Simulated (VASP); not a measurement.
KCl: single point with r2SCAN

**Experimental background.**

A printed reference work, monograph reports, for a bulk crystal of KCl: band gap 8.68 eV.

The system is KCl.

```xyz
2
Lattice="0.0000 3.1465 3.1465 3.1465 0.0000 3.1465 3.1465 3.1465 0.0000" Properties=species:S:1:pos:R:3 pbc="T T T"
K     0.0000    0.0000    0.0000
Cl    3.1465    3.1465    3.1465
```

- Program: VASP 6.6.1
- Task: single point
- Functional: r2SCAN
- Potentials or basis: VASP PAW PBE potentials, release 64 (K_sv, Cl)
- Cutoff: 520 eV
- k mesh: 6 × 6 × 6
- Occupations: gaussian, width 0.02 eV
- Spin: no spin polarisation

| Item | Value |
| --- | --- |
| Pressure | 0.0 GPa |
| Band gap on the k mesh | 5.83 eV, direct |

Levels at points of the mesh, in eV from the valence-band top:
```
           k point  band 4  band 5  band 6  band 7  band 8  band 9  band 10  band 11  band 12  band 13
(0.00, 0.00, 0.00)  -10.96  -10.96    0.00    0.00    0.00    5.83     9.03     9.03     9.03    10.08
(0.50, 0.00, 0.00)  -10.97  -10.74   -1.05   -0.32   -0.32    8.13     9.24    11.32    11.32    12.18
(0.50, 0.50, 0.00)  -11.01  -11.01   -0.67   -0.23   -0.23    7.03     9.22    10.69    11.11    11.56
```

Wall time 58 s on 1 thread of Intel(R) Xeon(R) 6975P-C (Granite Rapids), with other jobs on the host, peak memory 0.21 GiB.

Measured gap of KCl: 8.68 eV (a printed reference work, monograph). This calculation gives 5.83 eV (-2.85 eV). The value is that of r2SCAN, without temperature or zero-point motion.

Caveat: the PAW data sets were made with another functional, which shifts forces and pressure a little.
